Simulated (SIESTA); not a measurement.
Crystal: I.

```
CELL_PARAMETERS angstrom
3.63503 -2.39502 0.00000
3.63503 2.39502 0.00000
0.00000 0.00000 9.79344
ATOMIC_POSITIONS crystal
I 0.64930 0.35070 0.38440
I 0.14930 0.85070 0.11560
I 0.35070 0.64930 0.61560
I 0.85070 0.14930 0.88440
```

Base run:

* Program: SIESTA 5.4.2
* Functional: PBE
* Potentials or basis: PseudoDojo 0.4 standard (PBE files)
* Basis: DZP (energy shift 0.003 Ry)
* Grid cutoff: 500 Ry
* Energy shift: 0.003 Ry
* k mesh: 7 × 7 × 3
* Occupations: fermi-dirac, width 0.05 eV
* Spin: no spin polarisation

Its results: band gap on the k mesh 1.18 eV, indirect (least direct gap 1.28 eV); pressure 2.2 GPa; largest force 1.375 eV/Å.

Problem. The run is repeated on the same cell with these changes: functional from PBE to PBEsol; potentials or basis from PseudoDojo 0.4 standard (PBE files) to PseudoDojo 0.4 standard (PBEsol files). What comes out?

Solution. Band gap on the k mesh 1.13 eV, indirect (least direct gap 1.23 eV); pressure 0.4 GPa; largest force 1.279 eV/Å.

Caveats: spin-orbit coupling is left out, which moves the levels of the heavy elements; the basis of atomic orbitals isn't converged, which shifts pressures, moduli and gaps; forces of over 1 eV/Å show positions far from the minimum, so gaps and moduli don't describe the material at rest; an odd mesh through Γ misses points on the zone boundary, where band edges often lie (some runs).
